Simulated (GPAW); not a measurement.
Runs of GPAW 26.7.0 on ZnO (zincite). Symmetry: P6_3mc, No. 186, hexagonal system. Conventional cell: a = 3.249 Å, b = 3.249 Å, c = 5.206 Å, α = 90.00°, β = 90.00°, γ = 120.00°. Zn (site symmetry 3m) is surrounded by 4 O at 1.97 to 1.98 Å. Around O (site symmetry 3m) lie 4 Zn at 1.97 to 1.98 Å. 

```csv
level,potentials or basis,gap on the mesh (eV)
LDA,"the program's PAW data sets (release 1.2.1) made for this functional, pw",(a)
RPBE,"the program's PAW data sets (release 1.2.1) made for this functional, pw",0.90
PBEsol,"PAW data sets generated in the run's folder for this functional, pw",0.69
AM05,"PAW data sets generated in the run's folder for this functional, pw",0.82
```

Alike in all rows: task dielectric tensor; no spin polarisation; cell as given; k mesh 8 × 8 × 4; cutoff (eV) 650; smearing fermi-dirac 0.001 eV.

Task: Estimate the missing entries.

Result: (a) 0.73.

Caveats: the long-wavelength limit can be off by several per cent where d states take part; an odd mesh through Γ misses points on the zone boundary, where band edges often lie; the gap is small at this level, which inflates the dielectric constant (some runs).

Runs at the PBE level aren't shown here.
